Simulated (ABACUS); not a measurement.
A run of ABACUS 3.10.1 is set up as follows.

File run_abacus.py:

```python
"""ABACUS run from a structure file: ASE reads it, the script writes STRU, KPT and INPUT."""
import re
import subprocess
from ase.io import read
from ase.units import Bohr

atoms = read("Ti.cif")
atoms = atoms[(-atoms.numbers).argsort(kind="stable")]  # ABACUS lists atoms element by element
pseudo = {'Ti': 'Ti.upf'}
orbital = {'Ti': 'Ti_confined-atom_7au_3s2p2d1f.orb'}
magmoms = None
kmesh = [10, 10, 10]
params = {
    'suffix': 'Ti',
    'calculation': 'scf',
    'basis_type': 'lcao',
    'pseudo_dir': './',
    'orbital_dir': './',
    'symmetry': 1,
    'dft_functional': 'GGA_X_B88+GGA_C_LYP',
    'ecutwfc': 100,
    'pseudo_rcut': 10,
    'nspin': 1,
    'nbands': 16,
    'ks_solver': 'scalapack_gvx',
    'smearing_method': 'fd',
    'smearing_sigma': 0.00367493,
    'scf_thr': 1e-07,
    'scf_nmax': 100,
    'mixing_type': 'broyden',
    'mixing_beta': 0.7,
    'cal_force': 1,
    'cal_stress': 1,
    'out_mul': 1,
    'out_chg': 1,
}

symbols = atoms.get_chemical_symbols()
elements = list(dict.fromkeys(symbols))
lines = ["ATOMIC_SPECIES"] + [f"{e} {atoms.get_masses()[symbols.index(e)]:.4f} {pseudo[e]}" for e in elements]
if orbital:
    lines += ["", "NUMERICAL_ORBITAL"] + [orbital[e] for e in elements]
lines += ["", "LATTICE_CONSTANT", f"{1 / Bohr:.10f}", "", "LATTICE_VECTORS"]
lines += [" ".join(f"{x:.10f}" for x in v) for v in atoms.cell]
lines += ["", "ATOMIC_POSITIONS", "Direct"]
for e in elements:
    lines += ["", e, "0.0", str(symbols.count(e))]
    for i, p in enumerate(atoms.get_scaled_positions(wrap=False)):
        if symbols[i] == e:
            mag = "" if magmoms is None else " mag " + " ".join(str(x) for x in (magmoms[i] if isinstance(magmoms[i], list) else [magmoms[i]]))
            lines.append(" ".join(f"{x:.10f}" for x in p) + " 1 1 1" + mag)
open("STRU", "w").write("\n".join(lines) + "\n")
open("KPT", "w").write("K_POINTS\n0\nGamma\n%d %d %d 0 0 0\n" % tuple(kmesh))
open("INPUT", "w").write("INPUT_PARAMETERS\n" + "".join(f"{k:<20s}{v}\n" for k, v in params.items()))

done = subprocess.run(['mpirun', '-np', '4', 'abacus'])
if done.returncode:
    raise SystemExit(done.returncode)
log = open("OUT.Ti/running_scf.log").read()
print("final energy (eV):", re.findall(r"FINAL_ETOT_IS (\S+)", log))
```

The input Ti.cif:

```cif
data_Ti
_cell_length_a 2.84229538
_cell_length_b 2.84229538
_cell_length_c 2.84229538
_cell_angle_alpha 109.47122063
_cell_angle_beta 109.47122063
_cell_angle_gamma 109.47122063
_space_group_name_H-M_alt 'P1'
_space_group_name_Hall 'P 1'
_space_group_IT_number 1
loop_
_space_group_symop_operation_xyz
'x,y,z'
loop_
_atom_site_label
_atom_site_type_symbol
_atom_site_symmetry_multiplicity
_atom_site_Wyckoff_symbol
_atom_site_fract_x
_atom_site_fract_y
_atom_site_fract_z
_atom_site_occupancy
Ti1 Ti 1 a 0.0000000000 0.0000000000 0.0000000000 1
```

Potentials or basis: PseudoDojo NC SR 0.4.1 PBE standard, DZP LCAO (the cutoffs set its grid).

Launch:

```sh
$ OMP_NUM_THREADS=1 python run_abacus.py > log
```

(1) What does it give for the band gap on the k mesh?

(2) Estimate the pressure.

## Answers

(1) none (metal or under the smearing width).

(2) 0.0 GPa.

Caveat: the atomic orbitals were generated for these runs and aren't a published set; the potentials were made for another functional, which shifts forces and pressure; the basis of atomic orbitals isn't converged, which shifts pressures, moduli and gaps.
